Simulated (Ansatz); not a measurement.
**simple cubic against fcc along group 4**

Level of theory: Ansatz, DFT, BLYP, plane waves (420 eV) with PAW, scalar-relativistic. (PAW data from PBE, frozen cores regenerated.)

Each structure is relaxed within its symmetry, in the lowest magnetic state of the tried starts. Differences under about 8 meV lie within the error of the k-point mesh.

```csv
element,E(simple cubic) − E(fcc) (meV/atom),V(simple cubic) (Å³/atom),V(fcc) (Å³/atom),state of simple cubic,state of fcc
Ti,656,19.13,17.82,spin not included,spin not included
Zr,701,26.00,24.02,spin not included,spin not included
Hf,828,25.82,23.17,spin not included,spin not included
```
